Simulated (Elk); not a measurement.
An Elk run on Gd with settings drawn from a wide range, so not all are converged; totals and levels move with the basis, and no second program has checked them. These are results of DFT, Wu-Cohen GGA, all-electron APW+lo, Dirac cores, scalar-relativistic bands in Elk 11.2.3 with local patches, not measurements. Elk's input is in atomic units.

Command: `OMP_NUM_THREADS=1 elk` The run took 0.03 s on 1 thread of Arm Neoverse N1, on a shared host, peak memory 0.04 GiB.

```
tasks
  0
  110
  115
  15
  10
  21

xctype
  26

rgkmax
  6.5

gmaxvr
  18

lmaxapw
  6

lmaxo
  5

lmaxi
  4

nrmtscf
  2

nempty
  12

epspot
  1e-05

epsengy
  0.0001

maxscl
  60

swidth
  0.004

stype
  3

lradstp
  2

mixtype
  3

hmaxvr
  6

reducebf
  0.5

spinpol
  .true.

tforce
  .false.

sppath
  './'

avec
  -3.87033441530 3.87033441530 3.87033441530
  3.87033441530 -3.87033441530 3.87033441530
  3.87033441530 3.87033441530 -3.87033441530

atoms
  1
  'Gd.in'
  1
  0.000000000000 0.000000000000 0.000000000000   0.000 0.000 -1.000

ngridk
  11 11 11

wplot
  120 100 1
  -0.55 0.3

plot1d
  8 30
  0.0000000000 0.0000000000 0.0000000000
  0.5000000000 -0.5000000000 0.5000000000
  -0.0000000000 0.0000000000 0.5000000000
  0.0000000000 0.0000000000 0.0000000000
  0.2500000000 0.2500000000 0.2500000000
  0.5000000000 -0.5000000000 0.5000000000
  0.2500000000 0.2500000000 0.2500000000
  -0.0000000000 0.0000000000 0.5000000000
```

Muffin-tin radii in the species files: Gd 2.24 bohr.

The cell is the one relaxed in the Materials Project (mp-11421), not relaxed further here; entries there can be hypothetical. The listed cell was then made from it by scaling, straining or moving an atom.

Question: What does the run give?

Answer: It refused before any iteration.
```
Error(init0): requested spin-polarised run with spin-unpolarised
 exchange-correlation functional
```
